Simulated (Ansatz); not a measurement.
Set up this calculation in Ansatz 0.2.0, as the native input.

- Task: band structure
- Functional: LDA
- Potentials or basis: Ansatz PAW
- Cutoff: 420 eV (not typed: the program's choice for these potentials)
- k mesh: 7 × 7 × 7
- Occupations: fermi-dirac, width 0.05 eV
- Spin: collinear spin, ferromagnetic start
- Starting moments: [1.0, 0.0] μB
- Path: [["G", "X", "W", "K", "G", "L", "U", "W", "L", "K"], ["U", "X"]]
- Points for each segment of the path: 14

The system is NiO.

```xyz
2
Lattice="0.0000 2.2406 2.2406 2.2406 0.0000 2.2406 2.2406 2.2406 0.0000" Properties=species:S:1:pos:R:3 pbc="T T T"
Ni    0.0000    0.0000    0.0000
O     3.3609    3.3609    3.3609
```

The cell was built by a generator and needn't be a form met in nature.

These files were run (other wordings do the same):

input.yaml

```yaml
crystal:
  lattice:
    - [0.0, 2.24063, 2.24063]
    - [2.24063, 0.0, 2.24063]
    - [2.24063, 2.24063, 0.0]
  atoms:
    - { symbol: Ni, position: [0.0, 0.0, 0.0], spin: 1.0 }
    - { symbol: O, position: [0.75, 0.75, 0.75] }
hamiltonian:
  xc: lda
  pseudopotentials: { kind: paw }
magnetization:
  spin_polarized: true
kpoints:
  mp_grid: { grid: [7, 7, 7] }
  band_path:
    path:
      - [[0.0, 0.0, 0.0], [0.5, 0.0, 0.5], [0.5, 0.25, 0.75], [0.375, 0.375, 0.75], [0.0, 0.0, 0.0], [0.5, 0.5, 0.5], [0.625, 0.25, 0.625], [0.5, 0.25, 0.75], [0.5, 0.5, 0.5], [0.375, 0.375, 0.75]]
      - [[0.625, 0.25, 0.625], [0.5, 0.0, 0.5]]
    npoints: 14
scf:
  occupations: { method: fermi_dirac, width: 0.05 }
  n_extra_bands: 6
output:
  forces: true
  stress: true
  eigenvalues: true
  fatbands: true
```

Potentials or basis: Ansatz PAW.

Command:

```sh
$ ansatz run input.yaml --threads 2 --pin off --max-ram 5632MiB --backend cpu --events-out ev --progress --plain --runs-dir out
```

Results of the run:

The pressure is -15.2 GPa, the band gap on the k mesh is none (metal or under the smearing width) and the net moment is 1.71 μB per cell. The absolute moment is 1.72 μB per cell. The site moments are Ni +1.29; O +0.33 μB.

Caveat: the pressure holds a Pulay correction of +0.8 GPa for the finite cutoff; a cell with one magnetic atom can't hold antiferromagnetic order, which such compounds often take; semilocal functionals often make such compounds metallic where correlation or magnetic order opens a gap, which also shifts bond lengths; the PAW data sets come from PBE, with cores solved anew for the run's functional, which leaves a small shift of forces and pressure.

It took 4.8 s on 2 threads of Arm Neoverse V2 (shared host), peak memory 0.29 GiB.
